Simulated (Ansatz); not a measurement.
A run of Ansatz 0.2.0 is set up as follows.

input.yaml

```yaml
crystal:
  lattice:
    - [2.7663873939, 0.0, 0.0]
    - [-1.3831936969, 2.3957617598, 0.0]
    - [0.0, 0.0, 8.93884516]
  atoms:
    - { symbol: Re, position: [0.6666666667, 0.3333333333, 0.75] }
    - { symbol: Re, position: [0.0, 0.0, 0.5] }
    - { symbol: Re, position: [0.3333333333, 0.6666666667, 0.25] }
    - { symbol: Re, position: [0.0, 0.0, 0.0] }
hamiltonian:
  xc: blyp
  pseudopotentials: { kind: paw }
kpoints:
  mp_grid: { grid: [11, 11, 3] }
scf:
  occupations: { method: fermi_dirac, width: 0.05 }
output:
  forces: true
  stress: true
relax:
  f_tol: 0.01
  max_steps: 40
  cell: { stress_tol: 0.05 }
```

Potentials or basis: Ansatz PAW.

Command:

```console
$ ansatz run input.yaml --threads 2 --pin off --max-ram 5632MiB --backend cpu --events-out ev --progress --plain --runs-dir out
```

Task: Predict the relaxed cell.

Result: a = 2.811 Å, b = 2.811 Å, c = 9.075 Å, α = 90.00°, β = 90.00°, γ = 120.00°.

Task: Estimate the relaxed volume.

Result: 15.52 Å³/atom.

The path:
```
step  energy change (eV)  largest force (eV/Å)  volume (Å³)
   1              0.0000                0.0000        59.24
   2             -0.1369                0.0000        62.57
   3             -0.1411                0.0000        62.13
   4             -0.1411                0.0000        62.09
   5             -0.1437                0.0000        62.09
```

Caveat: the plane-wave basis is chosen anew once the cell has moved, so the energies of steps on either side of that aren't comparable; the PAW data sets come from PBE, with cores solved anew for the run's functional, which leaves a small shift of forces and pressure. Spin-orbit coupling is left out, which matters for the levels of Re.
